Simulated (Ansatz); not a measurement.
# TiO2: sliding across a plane

The task, for TiO2: slide the crystal rigidly across a (0 0 1) plane.

A COD entry behind a cell of this session may itself be a prediction, so a difference from it is no test against experiment.

Computed with Ansatz 0.2.0 (DFT r2SCAN+U, scalar-relativistic, plane waves, PAW, unless a step's input says otherwise).

2 further runs of the same task are left out: 2 set aside as unsound or not needed. Runs told in other sessions of the task aren't counted.

## (1) Starting point

Symmetry: P3_121, No. 152, trigonal system. The conventional cell has a = 5.588 Å, b = 5.588 Å, c = 6.101 Å, α = 90.00°, β = 90.00°, γ = 120.00°. Around Ti (site symmetry 2) lie 4 O at 1.82 Å. Around O (site symmetry 1) lie 2 Ti at 1.82 Å.

Coordinates:

```xyz
18
Lattice="-2.7942 -4.8398 0.0000 2.7942 -4.8398 0.0000 0.0000 0.0000 12.2013" Properties=species:S:1:pos:R:3 pbc="T T T"
Ti   -0.1952   -4.8398    2.0335
Ti   -0.1952   -4.8398    8.1342
Ti   -1.2995   -7.4287    4.0671
Ti   -1.2995   -7.4287   10.1677
Ti   -1.2995   -2.2508    0.0000
Ti   -1.2995   -2.2508    6.1006
O    -1.2115   -3.5155    1.3071
O    -1.2115   -3.5155    7.4078
O     0.8560   -4.1312    3.3407
O     0.8560   -4.1312    9.4413
O     0.3555   -2.0328    5.3742
O     0.3555   -2.0328   11.4749
O     0.3555   -7.6467    4.7935
O     0.3555   -7.6467   10.8941
O    -1.2115   -6.1640    2.7599
O    -1.2115   -6.1640    8.8606
O     0.8560   -5.5484    0.7264
O     0.8560   -5.5484    6.8270
```

It is built from the cell relaxed beforehand with the same method (18.33 Å³/atom).

## (2) The reference cell

The cell is repeated 2 times, 18 atoms in all. The reference gives a free energy of -21855.1758 eV, pressure -0.01 GPa, largest force 0.001 eV/Å and gap on the mesh 4.46 eV. It was computed beforehand with the settings of the runs below.

## (3) The scan: sliding across a plane

The cut lies on the cell's a–b face, a (0 0 1) plane of area 27.05 Å², between layers 0.73 Å apart (Ti below, O above); the cell is 12.2 Å thick. Vector c is tilted by f times 0·a + 1·b (length 5.588 Å) with the atoms' Cartesian places fixed: one unrelaxed fault per cell.

## (4) Point f = 0.200

Input file input.yaml:

```yaml
crystal:
  lattice:
    - [-2.7942485614, -4.8397804774, 0.0]
    - [2.7942485614, -4.8397804774, 0.0]
    - [0.5588497123, -0.9679560955, 12.201250833]
  atoms:
    - { symbol: Ti, position: [0.5349288378, 0.3043578289, 0.8035666667] }
    - { symbol: Ti, position: [0.5349288378, 0.4043578289, 0.3035666667] }
    - { symbol: Ti, position: [1.0, 0.3408821711, 0.9702333333] }
    - { symbol: Ti, position: [1.0, 0.4408821711, 0.4702333333] }
    - { symbol: Ti, position: [0.4650711622, -0.12738, 0.6369] }
    - { symbol: Ti, position: [0.4650711622, -0.02738, 0.1369] }
    - { symbol: O, position: [0.5799759288, -0.0024005994, 0.7440324462] }
    - { symbol: O, position: [0.5799759288, 0.0975994006, 0.2440324462] }
    - { symbol: O, position: [0.2736181813, 0.3978361063, 0.9106991129] }
    - { symbol: O, position: [0.2736181813, 0.4978361063, 0.4106991129] }
    - { symbol: O, position: [0.1464058898, 0.2581450254, 0.0773657795] }
    - { symbol: O, position: [0.1464058898, 0.1581450254, 0.5773657795] }
    - { symbol: O, position: [0.7263818187, 0.8476405994, 0.0297675538] }
    - { symbol: O, position: [0.7263818187, 0.7476405994, 0.5297675538] }
    - { symbol: O, position: [0.8535941102, 0.2474038937, 0.8631008871] }
    - { symbol: O, position: [0.8535941102, 0.3474038937, 0.3631008871] }
    - { symbol: O, position: [0.4200240712, 0.5870949746, 0.6964342205] }
    - { symbol: O, position: [0.4200240712, 0.6870949746, 0.1964342205] }
basis:
  ecutwfc: 500
kpoints:
  mp_grid: { grid: [5, 5, 2] }
hamiltonian:
  xc: r2scan
  hubbard: { sites: [{ species: Ti, l: d, u_eff: 4.0 }] }
scf:
  occupations: { method: gaussian, width: 0.05 }
output:
  forces: true
  stress: true
  eigenvalues: true
```

Command:

```
$ ansatz run input.yaml --threads 2 --pin off --max-ram 5120MiB --backend cpu --events-out ev --progress --plain --runs-dir out
```

What it wrote, cut to the lines that bear on the results:

```text
Warning: RAYON_NUM_THREADS=2 ignored (pool sized by the plan → 2); use --threads N
Ti: projections on atomic orbitals take those of the free atom [Ne] 3s2 3p6 3d2 4s2, of charge +0.00 (hamiltonian.pseudopotentials.projection_atoms); the dataset's partial waves leave at most 4.1e-7 of an orbital's norm unspanned inside its sphere
O: projections on atomic orbitals take those of the free atom [He] 2s2 2p4, of charge +0.00 (hamiltonian.pseudopotentials.projection_atoms); the dataset's partial waves leave at most 1.9e-8 of an orbital's norm unspanned inside its sphere
[...]
Pseudopotentials: kind: paw
Pseudopotential: Ti, paw, valence charge 12, recommended cutoff 500 eV (meta_gga), Ti.paw.azcp
Pseudopotential: O, paw, valence charge 6, recommended cutoff 500 eV (meta_gga), O.paw.azcp
Functional definition: r2SCAN
[...]
Crystal: 18 atoms, lattice volume = 330.008 Å³
Basis set: ecut = 500 eV, 8397 PW (Γ), exchange–correlation on 180×180×360 points (64 copies of the dense FFT grid, shifted against one another)
Bands: 90, of which v1, the nominal top of the filled ones, is band 72 counted from 1 (71 counted from 0)
Symmetry: 1 space group operations
Space group: P1 (ITA 1), of the structure as read, at distance tolerance 6.9e-5 Å
k-points: 26 of 50 (time reversal used)
[...]
SCF iter   1: F=—  HF=-21854.533376 eV  |F-HF|=—  |Δ(HF+E_count)|=         —  Δρ=8.21e-2  dr2=2.51e1  dr2_τ=3.52e0  ethr=3.10e-3  ⟨swp⟩=5.0  Hψ=8065  notcnv=0
[...]
SCF iter  14: F=-21850.354449 eV  HF=-21850.354449 eV  |F-HF|=1.46e-8  |Δ(HF+E_count)|=   4.45e-8  Δρ=3.35e-6  dr2=4.40e-8  dr2_τ=4.10e-9  ethr=6.94e-11  ⟨swp⟩=12.9  Hψ=11061  notcnv=0
[...]
SCF converged after 14 iterations
Free energy (F): -21850.354449 eV
[...]
E sigma→0 (E₀):  -21850.354449 eV
Fermi energy:    3.691645 eV
[...]
--- Forces (eV/Å), atoms counted from 1 ---
  atom   1  Ti    -0.23772624     0.28771831     0.19441457
  atom   2  Ti     0.06779715     0.07737254     0.14976772
  atom   3  Ti     8.52552314    -0.44693708   -12.53897122
  atom   4  Ti     0.00555603    -0.02291513     0.11336340
  atom   5  Ti    -0.01288676    -0.00903294     0.07550918
  atom   6  Ti    -4.55917701    -1.39248927    -0.35345144
  atom   7  O      0.00512517     0.08369998    -0.09166557
  atom   8  O      0.18711956    -0.27574359     0.11858099
[...]
--- Stress (GPa, compression-positive) ---
        1.270181       1.793883      -6.580502
        1.793885       0.547091      -2.680467
       -6.580506      -2.680459       9.327318
  P = ⅓ Tr σ = 3.7149 GPa (37.149 kbar)
--- Band table (eV; the first three rows and the last of 26) ---
[...]
Occupation matrices written to <dir>
```

It took 98 s on 2 threads of Intel Xeon Platinum 8259CL at 2.50GHz (Skylake/Cascade Lake), shared host; peak memory 2.3 GiB.

## (5) At f = 0.400

Input file input.yaml:

```yaml
crystal:
  lattice:
    - [-2.7942485614, -4.8397804774, 0.0]
    - [2.7942485614, -4.8397804774, 0.0]
    - [1.1176994246, -1.9359121909, 12.201250833]
  atoms:
    - { symbol: Ti, position: [0.5349288378, 0.1436444955, 0.8035666667] }
    - { symbol: Ti, position: [0.5349288378, 0.3436444955, 0.3035666667] }
    - { symbol: Ti, position: [1.0, 0.1468355045, 0.9702333333] }
    - { symbol: Ti, position: [1.0, 0.3468355045, 0.4702333333] }
    - { symbol: Ti, position: [0.4650711622, -0.25476, 0.6369] }
    - { symbol: Ti, position: [0.4650711622, -0.05476, 0.1369] }
    - { symbol: O, position: [0.5799759288, -0.1512070886, 0.7440324462] }
    - { symbol: O, position: [0.5799759288, 0.0487929114, 0.2440324462] }
    - { symbol: O, position: [0.2736181813, 0.2156962837, 0.9106991129] }
    - { symbol: O, position: [0.2736181813, 0.4156962837, 0.4106991129] }
    - { symbol: O, position: [0.1464058898, 0.2426718695, 0.0773657795] }
    - { symbol: O, position: [0.1464058898, 0.0426718695, 0.5773657795] }
    - { symbol: O, position: [0.7263818187, 0.8416870886, 0.0297675538] }
    - { symbol: O, position: [0.7263818187, 0.6416870886, 0.5297675538] }
    - { symbol: O, position: [0.8535941102, 0.0747837163, 0.8631008871] }
    - { symbol: O, position: [0.8535941102, 0.2747837163, 0.3631008871] }
    - { symbol: O, position: [0.4200240712, 0.4478081305, 0.6964342205] }
    - { symbol: O, position: [0.4200240712, 0.6478081305, 0.1964342205] }
basis:
  ecutwfc: 500
kpoints:
  mp_grid: { grid: [5, 5, 2] }
hamiltonian:
  xc: r2scan
  hubbard: { sites: [{ species: Ti, l: d, u_eff: 4.0 }] }
scf:
  occupations: { method: gaussian, width: 0.05 }
output:
  forces: true
  stress: true
  eigenvalues: true
```

Command:

```
$ ansatz run input.yaml --threads 2 --pin off --max-ram 5120MiB --backend cpu --events-out ev --progress --plain --runs-dir out
```

What it wrote, cut to the lines that bear on the results:

```text
Warning: RAYON_NUM_THREADS=2 ignored (pool sized by the plan → 2); use --threads N
Ti: projections on atomic orbitals take those of the free atom [Ne] 3s2 3p6 3d2 4s2, of charge +0.00 (hamiltonian.pseudopotentials.projection_atoms); the dataset's partial waves leave at most 4.1e-7 of an orbital's norm unspanned inside its sphere
O: projections on atomic orbitals take those of the free atom [He] 2s2 2p4, of charge +0.00 (hamiltonian.pseudopotentials.projection_atoms); the dataset's partial waves leave at most 1.9e-8 of an orbital's norm unspanned inside its sphere
[...]
Pseudopotentials: kind: paw
Pseudopotential: Ti, paw, valence charge 12, recommended cutoff 500 eV (meta_gga), Ti.paw.azcp
Pseudopotential: O, paw, valence charge 6, recommended cutoff 500 eV (meta_gga), O.paw.azcp
Functional definition: r2SCAN
[...]
Crystal: 18 atoms, lattice volume = 330.008 Å³
[...]
SCF converged after 15 iterations
Free energy (F): -21849.240866 eV
[...]
E sigma→0 (E₀):  -21849.240866 eV
Fermi energy:    3.392816 eV
[...]
--- Forces (eV/Å), atoms counted from 1 ---
  atom   1  Ti    -0.21840976     0.63394324    -0.17794864
  atom   2  Ti    -0.01267553     0.22360204    -0.49098556
  atom   3  Ti    -0.17660167    -1.94788439     0.55555735
  atom   4  Ti    -0.08729410    -0.04857974    -0.61942502
  atom   5  Ti     0.08310279    -0.03767864    -0.67069940
  atom   6  Ti    -2.02281342    -1.67426651    -0.50474857
  atom   7  O      0.02320937    -0.16376785     0.29918041
  atom   8  O      0.21585168    -0.72661659     0.52021346
[...]
--- Stress (GPa, compression-positive) ---
        0.456837       0.279202      -0.749054
        0.279201      -3.806383       0.378520
       -0.749056       0.378525       2.817427
  P = ⅓ Tr σ = -0.1774 GPa (-1.774 kbar)
--- Band table (eV; the first three rows and the last of 26) ---
[...]
Occupation matrices written to <dir>
```

It took 1.7 min on 2 threads of Intel Xeon Platinum 8259CL at 2.50GHz (Skylake/Cascade Lake), shared host; peak memory 2.3 GiB.

## (6) At f = 0.600

Input file input.yaml:

```yaml
crystal:
  lattice:
    - [-2.7942485614, -4.8397804774, 0.0]
    - [2.7942485614, -4.8397804774, 0.0]
    - [1.6765491369, -2.9038682864, 12.201250833]
  atoms:
    - { symbol: Ti, position: [0.5349288378, -0.0170688378, 0.8035666667] }
    - { symbol: Ti, position: [0.5349288378, 0.2829311622, 0.3035666667] }
    - { symbol: Ti, position: [1.0, -0.0472111622, 0.9702333333] }
    - { symbol: Ti, position: [1.0, 0.2527888378, 0.4702333333] }
    - { symbol: Ti, position: [0.4650711622, -0.38214, 0.6369] }
    - { symbol: Ti, position: [0.4650711622, -0.08214, 0.1369] }
    - { symbol: O, position: [0.5799759288, -0.3000135779, 0.7440324462] }
    - { symbol: O, position: [0.5799759288, -1.35779e-05, 0.2440324462] }
    - { symbol: O, position: [0.2736181813, 0.0335564611, 0.9106991129] }
    - { symbol: O, position: [0.2736181813, 0.3335564611, 0.4106991129] }
    - { symbol: O, position: [0.1464058898, 0.2271987136, 0.0773657795] }
    - { symbol: O, position: [0.1464058898, -0.0728012864, 0.5773657795] }
    - { symbol: O, position: [0.7263818187, 0.8357335779, 0.0297675538] }
    - { symbol: O, position: [0.7263818187, 0.5357335779, 0.5297675538] }
    - { symbol: O, position: [0.8535941102, -0.0978364611, 0.8631008871] }
    - { symbol: O, position: [0.8535941102, 0.2021635389, 0.3631008871] }
    - { symbol: O, position: [0.4200240712, 0.3085212864, 0.6964342205] }
    - { symbol: O, position: [0.4200240712, 0.6085212864, 0.1964342205] }
basis:
  ecutwfc: 500
kpoints:
  mp_grid: { grid: [5, 5, 2] }
hamiltonian:
  xc: r2scan
  hubbard: { sites: [{ species: Ti, l: d, u_eff: 4.0 }] }
scf:
  occupations: { method: gaussian, width: 0.05 }
output:
  forces: true
  stress: true
  eigenvalues: true
```

Command:

```
$ ansatz run input.yaml --threads 2 --pin off --max-ram 5120MiB --backend cpu --events-out ev --progress --plain --runs-dir out
```

What it wrote, cut to the lines that bear on the results:

```text
Warning: RAYON_NUM_THREADS=2 ignored (pool sized by the plan → 2); use --threads N
Ti: projections on atomic orbitals take those of the free atom [Ne] 3s2 3p6 3d2 4s2, of charge +0.00 (hamiltonian.pseudopotentials.projection_atoms); the dataset's partial waves leave at most 4.1e-7 of an orbital's norm unspanned inside its sphere
O: projections on atomic orbitals take those of the free atom [He] 2s2 2p4, of charge +0.00 (hamiltonian.pseudopotentials.projection_atoms); the dataset's partial waves leave at most 1.9e-8 of an orbital's norm unspanned inside its sphere
[...]
Pseudopotentials: kind: paw
Pseudopotential: Ti, paw, valence charge 12, recommended cutoff 500 eV (meta_gga), Ti.paw.azcp
Pseudopotential: O, paw, valence charge 6, recommended cutoff 500 eV (meta_gga), O.paw.azcp
Functional definition: r2SCAN
[...]
Crystal: 18 atoms, lattice volume = 330.008 Å³
[...]
SCF converged after 16 iterations
Free energy (F): -21849.308089 eV
[...]
E sigma→0 (E₀):  -21849.308089 eV
Fermi energy:    3.543559 eV
[...]
--- Forces (eV/Å), atoms counted from 1 ---
  atom   1  Ti    -0.13964658    -0.11259998    -0.64600166
  atom   2  Ti    -0.16481167     0.28607857    -0.64688349
  atom   3  Ti     0.68656990     2.48747014     0.65272417
  atom   4  Ti    -0.10857958    -0.02930596    -0.80417531
  atom   5  Ti     0.11170547    -0.00189498    -0.84363325
  atom   6  Ti     2.35020770    -0.07710494    -0.41058072
  atom   7  O      0.01189150    -0.26330338     0.48925548
  atom   8  O      0.12874492    -0.82817742     0.61921281
[...]
--- Stress (GPa, compression-positive) ---
       -0.459931      -0.005206       1.977625
       -0.005206      -4.245769       1.135449
        1.977626       1.135451       3.207255
  P = ⅓ Tr σ = -0.4995 GPa (-4.995 kbar)
--- Band table (eV; the first three rows and the last of 26) ---
[...]
Occupation matrices written to <dir>
```

It took 1.9 min on 2 threads of Intel Xeon Platinum 8259CL at 2.50GHz (Skylake/Cascade Lake), shared host; peak memory 2.3 GiB.

## (7) All points together

Collected from the runs (energy zero: the undisturbed cell):

```tsv
f	γ (mJ/m²)	shear traction (GPa)	gap on the mesh (eV)
0.000	0	0.0	4.46
0.200	2856	19.6	3.54
0.400	3516	7.1	1.31
0.600	3476	-9.0	1.04
```

## (8) What came out

| quantity | value |
| --- | --- |
| highest fault energy sampled | 3516 mJ/m² at f = 0.400 |
| largest shear traction sampled | 19.6 GPa |

The highest point computed is 3516 mJ/m², at f = 0.400; the true top can lie between points. The values are for rigid blocks: relaxation normal to the plane would bring them down. The gap on the mesh stays between 1.04 and 4.46 eV. Where forces pass 15 eV/Å atoms stand far too close, the PAW spheres overlap strongly and those numbers are rough.
